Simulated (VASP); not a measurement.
# KF (I4/mmm) in VASP: notebook, part 2 of 2

VASP 6.6.1.

## Step 3: Single point, LDA (strain -0.025 along x and y, -0.050 along z, atoms carried along)

INCAR reads:

```
SYSTEM = KF
PREC = Accurate
ENCUT = 520
EDIFF = 1E-7
ISMEAR = 0
SIGMA = 0.05
LREAL = .False.
LASPH = .True.
NELM = 100
ALGO = Fast
ISIF = 2
LWAVE = .False.
LCHARG = .False.
GGA = CA
NBANDS = 15
```

KPOINTS reads:

```
regular mesh
0
Gamma
  8 8 8
  0 0 0
```

POSCAR reads:

```
KF
1.0
    0.0000000000      2.6066625000      2.5398250000
    2.6066625000      0.0000000000      2.5398250000
    2.6066625000      2.6066625000      0.0000000000
K F
1 1
Direct
    0.0000000000      0.0000000000      0.0000000000
    0.5000000000      0.5000000000      0.5000000000
```

Potentials or basis: VASP PAW LDA potentials, release 64 (K_sv, F).

The run is started by

```bash
cat potpaw_LDA.64/K_sv/POTCAR potpaw_LDA.64/F/POTCAR > POTCAR
mpirun -np 1 vasp_std > vasp.out
```

OUTCAR:

```text
SYSTEM = KF
   PREC = Accurate
   ENCUT = 520
   EDIFF = 1E-7
   ISMEAR = 0
   LREAL = .False.
   LASPH = .True.
   NELM = 100
   ISIF = 2
   GGA = CA

 ion  position               nearest neighbor table
   1  0.000  0.000  0.000-   2 2.54   2 2.54   2 2.61   2 2.61   2 2.61   2 2.61
   2  0.500  0.500  0.500-   1 2.54   1 2.54   1 2.61   1 2.61   1 2.61   1 2.61

  LATTYP: Found a body centered tetragonal cell.
 ALAT       =     3.6863774600
 C/A-ratio  =     1.3779516762

  Lattice vectors:

 A1 = (   0.0000000000,  -2.6066625000,  -2.5398250000)
[... 621 lines left out ...]

  FORCE on cell =-STRESS in cart. coord.  units (eV):
  Direction    XX          YY          ZZ          XY          YZ          ZX
  --------------------------------------------------------------------------------------
  -------------------------------------------------------------------------------------
  Total       -0.1259260     -0.1259260      0.3540829      0.0000000      0.0000000      0.0000000
  in kB       -5.8455134     -5.8455134     16.4366070      0.0000000      0.0000000      0.0000000
  external PRESSURE =       1.5818601 kB  Pullay stress =       0.0000000 kB

 VOLUME and BASIS-vectors are now :
 -----------------------------------------------------------------------------
  energy-cutoff  :      520.00
  volume of cell :       34.51
      direct lattice vectors                 reciprocal lattice vectors
     0.000000000  2.606662500  2.539825000    -0.191816163  0.191816163  0.196863957
     2.606662500  0.000000000  2.539825000     0.191816163 -0.191816163  0.196863957
     2.606662500  2.606662500  0.000000000     0.191816163  0.191816163 -0.196863957

 POSITION                                       TOTAL-FORCE (eV/Angst)
 -----------------------------------------------------------------------------------
      0.00000      0.00000      0.00000         0.000000      0.000000      0.000000
      2.60666      2.60666      2.53982         0.000000     -0.000000      0.000000
 -----------------------------------------------------------------------------------
    total drift:                                0.000000      0.000000      0.000000

  FREE ENERGIE OF THE ION-ELECTRON SYSTEM (eV)
  ---------------------------------------------------
  free  energy   TOTEN  =        -9.0676806764 eV

  energy  without entropy=       -9.0676806764  energy(sigma->0) =       -9.06768068
```

stdout:

```text
POSCAR found type information on POSCAR K F
 POSCAR found :  2 types and       2 ions
 scaLAPACK will be used
 LDA part: xc-table for (Slater(with rela. corr.)+CA(PZ))
 , standard interpolation
 POSCAR, INCAR and KPOINTS ok, starting setup
 FFT: planning ... GRIDC
 FFT: planning ... GRID_SOFT
 FFT: planning ... GRID
 WAVECAR not read
 entering main loop
WARNING in EDDRMM: call to ZHEGV failed, returncode =   6  3     10
```

It took 29 s on 1 thread of Intel Xeon Platinum 8488C (Sapphire Rapids), shared host; peak memory 0.15 GiB.

What came out:

| Item | Value |
| --- | --- |
| Free energy | -9.0677 eV |
| Pressure | 0.2 GPa |
| Band gap on the k mesh | 6.28 eV, direct |

Levels at points of the mesh, in eV from the valence-band top:
| k point | band 5 | band 6 | band 7 | band 8 | band 9 | band 10 | band 11 | band 12 |
| --- | --- | --- | --- | --- | --- | --- | --- | --- |
| (0.00, 0.00, 0.00) | -8.81 | -0.06 | -0.06 | 0.00 | 6.28 | 10.67 | 10.67 | 10.84 |
| (0.50, 0.00, 0.00) | -8.83 | -1.01 | -0.51 | -0.51 | 9.14 | 10.92 | 12.31 | 12.49 |
| (0.50, 0.50, 0.00) | -9.14 | -0.12 | -0.09 | -0.09 | 7.83 | 10.66 | 12.31 | 14.07 |
| (0.50, 0.00, 0.50) | -9.08 | -0.21 | -0.09 | -0.02 | 7.94 | 10.64 | 12.08 | 14.08 |

A k mesh can miss the band edges.

## Step 4: Single point, LDA (strain +0.025 along x and y, +0.025 along z, atoms carried along)

INCAR reads:

```
SYSTEM = KF
PREC = Accurate
ENCUT = 520
EDIFF = 1E-6
ISMEAR = 0
SIGMA = 0.05
LREAL = .FALSE.
LASPH = .TRUE.
NELM = 80
ALGO = Fast
ISIF = 2
LWAVE = .FALSE.
LCHARG = .FALSE.
GGA = CA
NBANDS = 15
```

KPOINTS reads:

```
Automatic mesh
0
G
  8 8 8
  0 0 0
```

POSCAR reads:

```
KF
1.0
    0.0000000000      2.7403375000      2.7403375000
    2.7403375000      0.0000000000      2.7403375000
    2.7403375000      2.7403375000      0.0000000000
K F
1 1
Direct
    0.0000000000      0.0000000000      0.0000000000
    0.5000000000      0.5000000000      0.5000000000
```

The run is started by

```bash
cat potpaw_LDA.64/K_sv/POTCAR potpaw_LDA.64/F/POTCAR > POTCAR
mpirun -np 1 vasp_std > vasp.out
```

Run time: 20 s. Hardware: 1 thread of Intel Xeon Platinum 8488C (Sapphire Rapids), shared host; peak memory 0.15 GiB.

It converged, with:

| Property | Result |
| --- | --- |
| Free energy | -8.9575 eV |
| Pressure | -5.0 GPa |
| Band gap on the k mesh | 5.43 eV, direct |

Levels at points of the mesh, in eV from the valence-band top:
```
           k point  band 5  band 6  band 7  band 8  band 9  band 10  band 11  band 12
(0.00, 0.00, 0.00)   -9.37    0.00    0.00    0.00    5.43    10.31    10.31    10.31
(0.50, 0.00, 0.00)   -9.40   -0.76   -0.30   -0.30    8.47     9.68    11.61    11.61
(0.50, 0.50, 0.00)   -9.55   -0.25   -0.07   -0.07    7.84     9.69    10.82    13.18
```

A k mesh can miss the band edges.

## Step 5: Single point, LDA (strain +0.025 along x and y, -0.025 along z, atoms carried along)

INCAR reads:

```
ALGO = Normal ; EDIFF = 1E-6
ENCUT = 520 ; GGA = CA
ISIF = 2 ; ISMEAR = 0
LASPH = T ; LCHARG = T
LELF = T ; LREAL = F
LVHAR = T ; LWAVE = F
NBANDS = 15 ; NELM = 60
PREC = Accurate ; SIGMA = 0.05
```

KPOINTS reads:

```
k-points
0
Gamma
  8 8 8
```

POSCAR reads:

```
KF
1.0
    0.0000000000      2.7403375000      2.6066625000
    2.7403375000      0.0000000000      2.6066625000
    2.7403375000      2.7403375000      0.0000000000
K F
1 1
Direct
    0.0000000000      0.0000000000      0.0000000000
    0.5000000000      0.5000000000      0.5000000000
```

The run is started by

```bash
cat potpaw_LDA.64/K_sv/POTCAR potpaw_LDA.64/F/POTCAR > POTCAR
mpirun -np 1 vasp_std > vasp.out
```

It took 27 s on 1 thread of Intel Xeon Platinum 8488C (Sapphire Rapids), shared host; peak memory 0.16 GiB.

Results (log left out):

```
Free energy            : -9.0040 eV
Pressure               : -3.8 GPa
Band gap on the k mesh : 5.60 eV, direct
```

Stress tensor (GPa, compression positive):
```
-4.51  0.00  0.00
 0.00 -4.51  0.00
 0.00  0.00 -2.42
```

Levels at points of the mesh, in eV from the valence-band top:
```tsv
k point	band 5	band 6	band 7	band 8	band 9	band 10	band 11	band 12
(0.00, 0.00, 0.00)	-9.24	-0.08	-0.08	0.00	5.60	10.31	10.31	10.60
(0.50, 0.00, 0.00)	-9.24	-0.87	-0.41	-0.40	8.61	9.97	11.64	11.98
(0.50, 0.50, 0.00)	-9.48	-0.19	-0.15	-0.15	7.71	9.97	11.44	13.39
(0.50, 0.00, 0.50)	-9.41	-0.32	-0.14	-0.05	7.90	9.90	10.99	13.40
```

## Step 6: Summary

```csv
cell,gap on the mesh (eV),pressure (GPa)
"strain +0.000 along x and y, +0.050 along z, atoms carried along",5.52,-4.4
"strain -0.025 along x and y, -0.050 along z, atoms carried along",6.28,0.2
"strain +0.025 along x and y, +0.025 along z, atoms carried along",5.43,-5.0
"strain +0.025 along x and y, -0.025 along z, atoms carried along",5.60,-3.8
```

Alike in all rows: task single point; level LDA; potentials or basis VASP PAW LDA potentials, release 64 (K_sv, F); no spin polarisation; k mesh 8 × 8 × 8; cutoff (eV) 520; smearing gaussian 0.05 eV.

Total energies depend on the potentials used, so only differences within one code and one set of settings carry meaning.
